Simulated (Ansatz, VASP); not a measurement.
# Tl in VASP and in Ansatz

The input INCAR:

```
SYSTEM = Tl
PREC = Accurate
ENCUT = 520
EDIFF = 1E-7
ISMEAR = 0
SIGMA = 0.1
LREAL = .False.
LASPH = .True.
NELM = 100
ALGO = Normal
ISIF = 2
LWAVE = .False.
LCHARG = .False.
NBANDS = 12
```

Contents of KPOINTS:

```
regular mesh
0
Gamma
  14 14 14
  0 0 0
```

POSCAR

```
Tl
1.0
    0.0000000000      2.5828511928      2.5828511928
    2.5828511928      0.0000000000      2.5828511928
    2.5828511928      2.5828511928      0.0000000000
Tl
1
Direct
    0.0000000000      0.0000000000      0.0000000000
```

Input for Ansatz:

```yaml
crystal:
  lattice:
    - [0.0, 2.5828511928, 2.5828511928]
    - [2.5828511928, 0.0, 2.5828511928]
    - [2.5828511928, 2.5828511928, 0.0]
  atoms:
    - { symbol: Tl, position: [0.0, 0.0, 0.0] }
basis:
  ecutwfc: 420
kpoints:
  mp_grid: { grid: [14, 14, 14] }
hamiltonian:
  xc: lda
scf:
  occupations: { method: gaussian, width: 0.1 }
output:
  forces: true
  stress: true
  eigenvalues: true
```

Alike in both runs: task single point; functional LDA; k mesh 14 × 14 × 14; occupations gaussian, width 0.1 eV; no spin polarisation.

|  | VASP | Ansatz |
| --- | --- | --- |
| version | VASP 6.6.1 | Ansatz 0.2.0 |
| potentials or method | VASP PAW LDA potentials, release 64 (Tl_d) | scalar-relativistic, plane waves, PAW |
| plane-wave cutoff (eV) | 520 | 420 |
| valence electrons in the cell | 13 | 13 |

```csv
,VASP,Ansatz,Ansatz less VASP
gap on the k mesh at the Fermi level (eV),none,none,-
pressure (GPa),-5.5,-5.5,+0.02
```

A gap of «none» marks a metal or a gap that the smearing closes.

Spin-orbit coupling is left out, which matters for the levels of Tl.
